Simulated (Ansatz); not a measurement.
## Energy ranking of Mg5O structures

All numbers below come from DFT PBE, scalar-relativistic, plane waves, PAW in Ansatz. Settings: cutoff 420 eV, Γ-centred meshes spaced at most about 0.3 Å⁻¹, and about 0.25 Å⁻¹ or finer for metals (2π included), Gaussian smearing. Spin is collinear in cells that carry moments; the others ran without spin or lost their moments.

Formation energies are uncorrected and refer to the elements' standard structures at the same level (O₂ as a molecule).

These are static total energies at zero pressure. Only the structures computed here compete, so a lower one can exist. For metals, differences of a few meV/atom aren't resolved. Another magnetic order may lie lower.

Invented guesses were relaxed alike, and ends that match in structure, energy and magnetic state were merged. ΔE counts from the first row. Coordination counts Mg atoms around O (those within 1.25 times the shortest such distance or 1.15 times the sum of covalent radii; the shortest distance is added where it is long for a bond). The ends were matched against large subsets of the Crystallography Open Database and the Materials Project, so a missing match doesn't prove that a structure is unreported.

| # | reached from | type and space group | atoms | Å³/atom | coordination | ΔE (meV/atom) | gap on mesh (eV) | moments | in databases |
| --- | --- | --- | --- | --- | --- | --- | --- | --- | --- |
| 1 | a cell proposed by chemical analogy | P-3m1 (No. 164) | 12 | 18.2 | O 6 | 0 | 0.00 | none | no match |
| 2 | a cell proposed by chemical analogy | P6_3/mmc (No. 194) | 12 | 18.3 | O 6 | 44 | 0.00 | none | no match |
| 3 | a cell proposed by chemical analogy | P3m1 (No. 156) | 6 | 20.0 | O 4 | 46 | 0.00 | none | no match |
| 4 | a cell proposed by chemical analogy | P-3m1 (No. 164) | 6 | 18.3 | O 6 | 48 | 0.00 | none | no match |
| 5 | a cell proposed by chemical analogy | I4/mmm (No. 139) | 6 | 18.3 | O 6 | 108 | 0.00 | none | no match |
| 6 | MgPt5 type (P1), changed on relaxing | Cm (No. 8) | 6 | 19.0 | O 5 | 108 | 0.00 | none | no match |
| 7 | Li5Mg type (P-6m2) | P-6m2 (No. 187) | 6 | 18.2 | O 6 | 110 | 0.00 | none | no match |
| 8 | MgCd5 type (P-62m) | P-62m (No. 189) | 6 | 21.3 | O 6 | 308 | 0.00 | none | no match |
| 9 | random cell | P6/mmm (No. 191) | 6 | 34.0 | O 2 | 651 | 0.00 | none | no match |
| 10 | random cell | P6/mmm (No. 191) | 6 | 31.2 | O 2 | 717 | 0.00 | none | no match |
| 11 | ErCu5 type (F-43m) | F-43m (No. 216) | 6 | 21.8 | O 16 from 3.3 Å | 1106 | 0.00 | parallel, 0.3 μB | no match |

The lowest: Space group P-3m1 (No. 164), trigonal, a = 3.126 Å, c = 25.874 Å. Mg on a site of symmetry -3m is surrounded by 6 O at 2.17 Å and 12 Mg at 3.05–3.13 Å; Mg on a site of symmetry 3m is surrounded by 3 O at 2.19 Å and 12 Mg at 3.05–3.17 Å; Mg on a second site of symmetry 3m has 12 Mg at 3.13–3.19 Å; Mg on a third site of symmetry 3m has 12 Mg at 3.13–3.19 Å; around O lie 6 Mg at 2.17–2.19 Å; 2 more sites not described. Its energy over the elements is −0.81 eV/atom. Whether it is stable depends on the other phases of the system, which aren't compared here. An observed structure of this formula, if there is one, may be missing.

```xyz
12
Lattice="3.1261 0.0000 0.0000 -1.5631 2.7073 0.0000 0.0000 0.0000 25.8736" Properties=species:S:1:pos:R:3 pbc="T T T"
Mg    0.0000    0.0000    0.0000
Mg    1.5631    0.9024   23.4128
Mg    0.0000    1.8049    2.4608
Mg    0.0000    1.8049   20.8116
Mg    0.0000    0.0000   18.1847
Mg    1.5631    0.9024    5.0620
Mg    0.0000    0.0000    7.6889
Mg    0.0000    0.0000   12.9368
Mg    1.5631    0.9024   15.5690
Mg    0.0000    1.8049   10.3046
O     1.5631    0.9024    1.2129
O     0.0000    1.8049   24.6607
```

The second: Space group P6_3/mmc (No. 194), hexagonal, a = 3.148 Å, c = 25.587 Å. Mg on a site of symmetry 3m is surrounded by 3 O at 2.20 Å and 12 Mg at 3.07–3.16 Å; Mg on a second site of symmetry 3m is surrounded by 12 Mg at 3.15–3.16 Å; Mg on a site of symmetry -6m2 is surrounded by 12 Mg at 3.15 Å; O is surrounded by 6 Mg at 2.20 Å. Counting Mg atoms around O, the first and the second both have O 6. Cells relaxed within their symmetry can be saddle points. Some types were kept out of the candidates beforehand, so the set may lack a known form.
